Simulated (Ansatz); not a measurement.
Born–Oppenheimer molecular dynamics of a 18-atom TiO2 cell at 12.00 Å³/atom, computed with Ansatz: Langevin thermostat at 2450 K, 250 steps of 2.0 fs, friction 0.03 1/fs. The run is short and the cell small, so it isn't an equilibrium average.

```yaml
crystal:
  lattice:
    - [5.967823, -0.064688, -0.124811]
    - [-0.064688, 6.076315, -0.054889]
    - [-0.124811, -0.054889, 5.960406]
  atoms:
    - { symbol: Ti, position: [0.9082214215, 0.2006370353, 0.965596059] }
    - { symbol: Ti, position: [0.5892375927, 0.8661895201, 0.5997669606] }
    - { symbol: Ti, position: [0.0862370854, 0.720230942, 0.7606277024] }
    - { symbol: Ti, position: [0.7081732848, 0.536569076, 0.2246029082] }
    - { symbol: Ti, position: [0.0531427841, 0.0967290567, 0.4054271604] }
    - { symbol: Ti, position: [0.4269221166, 0.0054408679, 0.079750795] }
    - { symbol: O, position: [0.8944838666, 0.8827695747, 0.4891665996] }
    - { symbol: O, position: [0.5107127198, 0.3102012205, 0.1289191092] }
    - { symbol: O, position: [0.1051140406, 0.2160502012, 0.6933259205] }
    - { symbol: O, position: [0.8933674925, 0.3109792269, 0.2180162789] }
    - { symbol: O, position: [0.645011298, 0.8441685489, 0.2008785539] }
    - { symbol: O, position: [0.1695101702, 0.5185033469, 0.5863771429] }
    - { symbol: O, position: [0.6498077941, 0.0552473277, 0.8362315474] }
    - { symbol: O, position: [0.0568162055, 0.9520585509, 0.052533325] }
    - { symbol: O, position: [0.651300002, 0.586537544, 0.5032998362] }
    - { symbol: O, position: [0.3766509531, 0.0643457402, 0.4189984888] }
    - { symbol: O, position: [0.4263469358, 0.7554210039, 0.8822389814] }
    - { symbol: O, position: [0.862128937, 0.5876902047, 0.8895033711] }
  symmetry: { detect: false }
basis:
  ecutwfc: 420
  xc_grid: 1
kpoints:
  mp_grid: { grid: [1, 1, 1], shift: [0.0, 0.0, 0.0] }
hamiltonian:
  xc: pbe
scf:
  occupations: { method: fermi_dirac, width: 0.2111 }
  lower_state_search: "off"
  convergence: { dr2_threshold: 1.0e-05 }
output:
  forces: true
  stress: true
md:
  timestep: 2.0
  n_steps: 250
  ensemble: nvt_langevin
  friction: 0.03
  temperature: 2450.0
  initial_velocities: maxwell_boltzmann
  seed: 37115
```

```bash
ansatz run input.yaml --threads 2 --pin off --max-ram 5120MiB --backend cpu --events-out ev --progress --plain --runs-dir out
```

All numbers below come from DFT PBE, scalar-relativistic, plane waves, PAW (Ansatz).

6 frames, positions in Å (not wrapped into the cell) and forces in eV/Å:

```xyz
18
Lattice="5.968 -0.065 -0.125 -0.065 6.076 -0.055 -0.125 -0.055 5.960" Properties=species:S:1:pos:R:3:forces:R:3 pbc="T T T" time_fs=0.0 temperature_K=2314 free_energy_over_first_frame_eV=0.000
Ti    5.287    1.107    5.631    0.070   -1.830  -10.550
Ti    3.386    5.192    3.454   -1.990   -1.490   -1.230
Ti    0.373    4.329    4.483    1.510   -0.240   -0.700
Ti    4.164    3.202    1.221   -4.070    1.500   -2.180
Ti    0.260    0.562    2.405    3.740    2.600    2.100
Ti    2.537    0.001    0.422    0.160   -0.320   -0.110
O     5.220    5.279    2.756    0.970   -1.410    2.440
O     3.012    1.845    0.688   -0.550    1.350   -0.530
O     0.527    1.268    4.108   -1.940   -2.330    2.030
O     5.284    1.820    1.171    4.040    0.090    6.760
O     3.770    5.077    1.070   -0.040    1.040    0.740
O     0.905    3.107    3.445    0.110    2.620   -1.310
O     3.770    0.248    4.900    1.670    1.960   -0.090
O     0.271    5.778    0.254    1.600    1.600    1.510
O     3.786    3.494    2.886   -1.400   -1.550    1.430
O     2.191    0.344    2.447   -1.060   -2.110    0.050
O     2.385    4.514    5.164   -2.840    0.370   -2.450
O     4.996    3.466    5.162    0.010   -1.840    2.090
18
Lattice="5.968 -0.065 -0.125 -0.065 6.076 -0.055 -0.125 -0.055 5.960" Properties=species:S:1:pos:R:3:forces:R:3 pbc="T T T" time_fs=100.0 temperature_K=2643 free_energy_over_first_frame_eV=-3.059
Ti    5.351    0.933    5.588    1.130    2.030    1.290
Ti    3.090    5.026    3.412    1.600   -0.180   -4.090
Ti    0.529    3.547    4.167    1.460   -0.080   -2.660
Ti    4.357    3.331    1.118   -1.840   -2.370    0.470
Ti    0.487    0.434    2.840    5.820    8.290   -7.080
Ti    2.566    0.225    0.216   -0.210    0.400    2.870
O     5.735    5.308    3.464   -4.320   -5.340    5.350
O     3.045    2.189    0.394    0.380    0.450    1.120
O     0.871    1.568    4.454   -1.440   -0.710    0.340
O     5.403    1.758    2.011    0.150   -1.580   -1.270
O     3.699    4.997    0.816    0.310    0.510   -1.350
O     1.691    3.653    2.662   -1.320    0.180    2.400
O     3.682    0.590    4.783    2.210   -1.580   -1.140
O     0.643    5.911    0.689   -1.810    1.430   -1.440
O     4.336    3.703    2.961   -0.160   -1.120    1.330
O     2.470    0.225    2.277   -0.810    0.620    1.600
O     1.936    4.865    4.690   -2.090   -0.310    3.550
O     5.429    3.002    5.699    0.940   -0.640   -1.290
18
Lattice="5.968 -0.065 -0.125 -0.065 6.076 -0.055 -0.125 -0.055 5.960" Properties=species:S:1:pos:R:3:forces:R:3 pbc="T T T" time_fs=200.0 temperature_K=2560 free_energy_over_first_frame_eV=-2.039
Ti    5.650    0.974    5.539   -0.060    0.980    1.380
Ti    2.995    4.983    3.089    0.850   -4.420    1.860
Ti   -0.115    3.338    3.661   -0.030    1.170    0.780
Ti    4.244    3.252    0.906    0.650    0.150    1.260
Ti    0.719    0.607    2.814    0.630   -0.900   -0.560
Ti    2.786    0.135    0.137   -0.260   -1.200    1.130
O     5.772    5.327    3.406   -2.140   -2.500    0.750
O     3.068    2.048    0.526    0.150    0.660    0.030
O     1.005    1.524    4.671    2.390   -0.290   -4.660
O     6.011    2.070    2.118   -2.230    1.260   -1.810
O     4.267    5.081    1.160   -2.630   -0.020    0.370
O     1.613    3.916    2.811    0.040    0.960   -0.310
O     4.138    0.423    4.945   -2.670   -0.910   -1.830
O     0.571    6.018    0.622    1.130   -0.720    1.410
O     3.862    2.974    3.025    3.090    3.240   -1.030
O     2.347    0.284    2.169    2.360    0.530    0.870
O     2.362    4.735    5.018    0.160    0.570   -1.040
O     5.407    2.913    5.362   -1.430    1.450    1.390
18
Lattice="5.968 -0.065 -0.125 -0.065 6.076 -0.055 -0.125 -0.055 5.960" Properties=species:S:1:pos:R:3:forces:R:3 pbc="T T T" time_fs=300.0 temperature_K=2660 free_energy_over_first_frame_eV=-1.500
Ti    5.533    1.051    5.810    1.000    2.320   -2.030
Ti    3.150    4.889    3.436    1.350   -0.880   -2.270
Ti    0.153    3.401    3.501    1.320    0.290    0.460
Ti    4.118    3.563    1.009    2.230   -6.940   -1.580
Ti    0.798    0.577    2.742    0.700   -1.730   -0.110
Ti    2.812    0.046    0.186   -0.450    2.910    1.030
O     5.682    5.255    3.376    0.280   -1.110   -1.240
O     3.076    2.133    0.383    1.890   -0.840    0.530
O     0.953    1.490    4.280   -1.540    2.390    3.630
O     5.921    2.176    1.943    0.730   -2.790   -1.340
O     3.853    5.222    1.246    1.470    3.600    0.870
O     1.698    4.120    2.431    0.600   -0.360    2.430
O     4.218    0.205    4.712    0.110    1.940    3.450
O     0.901    6.105    0.787   -1.870    1.310   -2.480
O     4.315    3.149    3.048   -2.940    2.890   -0.050
O     2.636    0.441    2.704   -0.450    0.470    0.550
O     2.535    4.602    5.112   -1.700   -1.630   -0.600
O     5.710    3.366    5.903   -2.720   -1.850   -1.240
18
Lattice="5.968 -0.065 -0.125 -0.065 6.076 -0.055 -0.125 -0.055 5.960" Properties=species:S:1:pos:R:3:forces:R:3 pbc="T T T" time_fs=400.0 temperature_K=3683 free_energy_over_first_frame_eV=-2.840
Ti    5.508    1.155    5.327   -0.300   -0.260   -0.020
Ti    3.502    5.206    3.869   -1.700   -0.150   -2.250
Ti    0.092    3.566    3.623   -1.650   -1.040    0.630
Ti    3.796    3.630    0.613   -0.160   -0.820    0.760
Ti    0.662    0.355    2.671    0.440    1.670   -0.640
Ti    2.801    0.215    0.895   -0.680    3.150   -3.450
O     5.451    5.614    3.966    0.910    0.960   -0.810
O     2.929    2.094    0.626    0.700   -0.130    0.320
O     0.801    2.170    4.710    0.190   -0.880    0.190
O     6.277    2.045    2.357   -2.160   -0.530   -0.660
O     4.177    5.410    1.215    0.760    1.640    0.370
O     1.397    4.511    3.008    0.950    2.040   -2.210
O     3.655    0.616    4.987    0.110    0.430    0.300
O     0.615    6.501    0.626    1.070   -1.900    1.230
O     4.141    3.690    2.688    1.140   -0.770    1.190
O     2.478    0.874    2.553   -0.420   -2.340    2.040
O     2.496    4.381    5.062    0.860    0.030    3.310
O     5.028    3.423    5.446   -0.060   -1.090   -0.310
18
Lattice="5.968 -0.065 -0.125 -0.065 6.076 -0.055 -0.125 -0.055 5.960" Properties=species:S:1:pos:R:3:forces:R:3 pbc="T T T" time_fs=500.0 temperature_K=1925 free_energy_over_first_frame_eV=-3.150
Ti    5.452    1.073    5.250    5.150   -3.520    0.360
Ti    2.831    4.893    4.051   -0.820   -1.470   -2.780
Ti   -0.350    3.411    3.619    1.460   -0.810    0.030
Ti    3.893    3.138    1.000   -0.990    0.010   -0.060
Ti    0.361    0.391    2.501    0.450    0.680   -0.030
Ti    3.105    0.155    0.788   -2.230   -1.560    1.900
O     5.462    5.745    3.875    0.330   -0.190   -0.210
O     2.724    1.849    1.136    1.360    1.780    0.020
O     0.854    2.130    4.390   -2.840   -1.450   -0.080
O     5.369    2.137    1.995    0.600    0.290   -0.110
O     4.537    5.734    1.621   -0.050   -0.050   -2.100
O     1.161    4.193    3.187   -1.320   -0.130   -0.170
O     3.694    0.156    5.105   -0.980    1.360    0.430
O     0.971    6.459    0.534   -2.020   -0.450    0.340
O     3.670    3.794    2.726    0.730    0.420    1.850
O     2.145    0.137    2.915    0.710    0.590   -0.160
O     2.534    4.043    5.641    0.370    1.560    1.260
O     4.505    2.535    5.255    0.100    2.950   -0.500
```

Over the second half the temperature averages 2512 K and the pressure (kinetic part included, positive in compression) 6.9 GPa. Mean square displacements at the end: O 0.62 Å², Ti 0.74 Å² (from the start of this run, the atoms' common shift taken off).

One k point is coarse for so small a cell, so forces and above all the pressure are rough.

Time: 70 s on 2 threads of AMD EPYC 9R45 96-Core Processor (Zen 5) (shared host), peak memory 0.45 GiB.